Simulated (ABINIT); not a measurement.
Crystal: Ta.

```
Ta
1.0
     2.90037    0.00000    0.00000
    -1.45019    2.51180    0.00000
     0.00000    0.00000    5.16627
Ta
2
Direct
  0.33333 0.66667 0.25000
  0.66667 0.33333 0.75000
```

This isn't the form of Ta at room conditions, which is bcc.

Base run:

- Program: ABINIT 10.8.3 (patched build)
- Functional: LDA
- Potentials or basis: PseudoDojo NC SR LDA v0.4.1 standard
- Cutoff: 707 eV
- k mesh: 8 × 8 × 4
- Occupations: fermi-dirac, width 0.05 eV
- Spin: no spin polarisation

Its results: pressure -13.1 GPa.

**Question.** The run is repeated on the same cell with these changes: k mesh from 8 × 8 × 4 to 18 × 18 × 8, shifted; occupations from fermi-dirac, width 0.05 eV to fermi-dirac, width 0.2 eV. What comes out?

**Answer.** Pressure -12.2 GPa.
